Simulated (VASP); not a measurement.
# MnS under changes of volume

One of the cells (18.021 Å³/atom); the others are scaled copies at fixed shape and fractional positions:

```
CELL_PARAMETERS angstrom
0.00000 2.62175 2.62175
2.62175 0.00000 2.62175
2.62175 2.62175 0.00000
ATOMIC_POSITIONS crystal
Mn 0.00000 0.00000 0.00000
S 0.50000 0.50000 0.50000
```

| Quantity | Value |
| --- | --- |
| Program | VASP 6.6.1 |
| Functional | PBE |
| Potentials or basis | VASP PAW PBE potentials, release 64 (Mn_pv, S) |
| Cutoff | 520 eV |
| k mesh | 9 × 9 × 9 |
| Occupations | fermi-dirac, width 0.05 eV |
| Spin | collinear spin, ferromagnetic start |
| Starting moments | [4.0, 0.0] μB |

```tsv
volume (Å³/atom)	energy over the lowest point (meV/atom)	pressure (GPa)	moment (μB per cell)
16.607	?	?	?
16.961	0.00	-0.7	4.61
17.314	2.41	-1.8	4.67
18.021	14.62	-3.9	4.76
18.374	23.90	-4.8	4.80
18.727	35.15	-5.6	4.83
```

Q: What does the run at 16.607 Å³/atom give?

A: Energy over the lowest point 0.02 meV/atom; pressure 0.3 GPa; moment 4.54 μB per cell.

Worked out: A Birch-Murnaghan fit of order 3 (a polynomial in V^(-2/3)) to the other rows has its minimum at 16.82 Å³/atom, just outside them, with B0 = V·E''(V) = 62 GPa and B' = 3.4. It gives 0.34 meV/atom at 16.607 Å³/atom, against the run's 0.02, and -dE/dV = 0.8 GPa, against 0.3. A parabola through the other rows of the moment, of slope 0.189 μB per Å³/atom there, extrapolates to 4.55 μB, against the run's 4.54.

Energies are extrapolated to zero smearing.

Caveats: a cell with one magnetic atom can't hold antiferromagnetic order, which such compounds often take.
